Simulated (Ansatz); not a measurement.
**Si under changes of volume**

One of the cells (20.165 Å³/atom); the others are scaled copies at fixed shape and fractional positions:

```
Si
1.0
     0.00000    2.72185    2.72185
     2.72185    0.00000    2.72185
     2.72185    2.72185    0.00000
Si
2
Direct
  0.50000 0.50000 0.50000
  0.75000 0.75000 0.75000
```

| Quantity | Value |
| --- | --- |
| Program | Ansatz 0.2.0 |
| Functional | PBE |
| Potentials or basis | JTH PAW |
| Cutoff | 390 eV (not typed: the program's choice for these potentials) |
| k mesh | 8 × 8 × 8 |
| Occupations | fermi-dirac, width 0.05 eV |
| Spin | no spin polarisation |

```tsv
volume (Å³/atom)	energy over the lowest point (meV/atom)	pressure (GPa)	gap on the mesh (eV)
18.955	33.89	7.9	0.53
19.358	17.21	5.4	0.57
19.761	6.37	3.2	0.60
20.165	0.81	1.2	0.64
20.568	0.00	-0.6	0.67
20.971	?	?	?
21.375	10.78	-3.6	0.73
```

What does the run at 20.971 Å³/atom give?

Energy over the lowest point 3.47 meV/atom; pressure -2.2 GPa; gap on the mesh 0.70 eV.

Worked out: A Birch-Murnaghan fit of order 3 (a polynomial in V^(-2/3)) to the other rows has its minimum at 20.44 Å³/atom with B0 = V·E''(V) = 89 GPa and B' = 4.3. It gives 3.46 meV/atom at 20.971 Å³/atom, against the run's 3.47, and -dE/dV = -2.2 GPa, against -2.2. A straight line through the other rows of the gap, of slope 1.66 eV per unit of ln V, gives 0.70 eV, against the run's 0.70.

Energies are extrapolated to zero smearing.

A mesh can miss the band edges.
